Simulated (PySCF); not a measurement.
Compound: CHF3.
Cartesian coordinates in Å at the PBE0-D3(BJ)/def2-SVP level; atoms count from 1:
```xyz
5
CHF3 angstrom
F      0.8161    0.9545   -0.3577
C      0.0158   -0.0262    0.0427
F      0.4264   -1.1617   -0.5095
F     -1.2158    0.2312   -0.3804
H      0.0324   -0.1082    1.1427
```

The closed-shell ground state was solved at several levels (PySCF, density fitting, gas phase, non-relativistic).

```tsv
level	basis functions	HOMO (eV)	LUMO (eV)	gap (eV)	dipole (D)
PBE0/def2-SVP	61	-11.09	2.43	13.52	1.50
B3LYP/cc-pVTZ	134	-10.95	1.35	12.30	1.50
PBE0/pcSseg-0	38	-11.20	2.50	13.70	1.83
PBE0/aug-cc-pVTZ	207	-11.34	0.03	11.37	1.55
BHandHLYP/pcJ-1	118	-13.22	2.36	15.58	1.74
wB97X-D/def2-SVPD	97	-13.46	2.42	15.88	1.61
B3LYP/6-31G*	58	-10.50	3.19	13.69	1.35
B3LYP/pcJ-2	228	-11.14	0.61	11.75	1.59
mPW1PW91/pcSseg-2	158	-11.40	0.88	12.28	1.58
KT2/pcJ-1	118	-9.48	1.13	10.61	1.47
PBE/def2-SVPD	97	-9.57	0.15	9.72	1.47
```

(1) Estimate the row for B97-D/pcSseg-2, a basis of 158 functions; the other rows only guide the guess.

(2) Over all these levels, which gives the widest orbital gap and which the narrowest?

(3) How much does the basis alone move the frontier levels among the 3 PBE0 rows?

(4) How far do the dipole and the HOMO energy spread over the levels?

Results:

(1) HOMO -9.54 eV, LUMO 0.40 eV, gap 9.94 eV, dipole 1.48 D.

(2) wB97X-D/def2-SVPD (range-separated hybrid) has the widest, 15.88 eV, and PBE/def2-SVPD (GGA) the narrowest, 9.72 eV. The two share the basis. From the narrowest to the widest the HOMO moves by -3.89 eV and the LUMO by +2.27 eV.

(3) The HOMO by 0.25 eV and the LUMO by 2.47 eV. By rising basis size (HOMO, LUMO in eV): pcSseg-0 -11.20, 2.50; def2-SVP -11.09, 2.43; aug-cc-pVTZ -11.34, 0.03.

(4) The dipole runs from 1.35 to 1.83 D (mean 1.56 D) and the HOMO from -13.46 to -9.48 eV.
